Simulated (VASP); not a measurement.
Runs of VASP 6.6.1 on SnO2. Symmetry: P4_2/mnm, No. 136, tetragonal system. The conventional cell has a = 4.765 Å, b = 4.765 Å, c = 3.207 Å, α = 90.00°, β = 90.00°, γ = 90.00°. Sn (site symmetry mmm) is surrounded by 6 O at 2.06 to 2.07 Å. O (site symmetry m2m) is surrounded by 3 Sn at 2.06 to 2.07 Å. The cell is a database's computed one.

```csv
task,level,cell,k mesh,cutoff (eV),mesh quality,gap on the mesh (eV),pressure (GPa),relaxed volume (Å³/atom),largest force (eV/Å)
band structure,r2SCAN,as given,7 × 7 × 10,520,not flagged,1.74,0.2,-,0.02
relaxation of cell and atoms,PBE,relaxed,7 × 7 × 10,600,not flagged,(b),0.0,12.61,-
relaxation of cell and atoms,PBEsol,relaxed,3 × 3 × 4,600,coarse,(a),0.0,12.20,-
relaxation of cell and atoms,r2SCAN,relaxed,7 × 7 × 10,600,not flagged,1.74,0.0,12.14,0.02
```

Alike in all rows: potentials or basis VASP PAW PBE potentials, release 64 (Sn_d, O); no spin polarisation; smearing gaussian 0.02 eV.

Q: Fill in the values left out.

A: (a) 0.89; (b) 0.64.

Caveats: some runs use coarse meshes; spin-orbit coupling is left out, which moves the levels of the heavy elements; the PAW data sets were made with another functional, which shifts forces and pressure a little (some runs); an odd mesh through Γ misses points on the zone boundary, where band edges often lie (some runs).

A k mesh can miss the band edges, and the runs leave out spin-orbit coupling on Sn.

Not every run made on this cell is shown here.
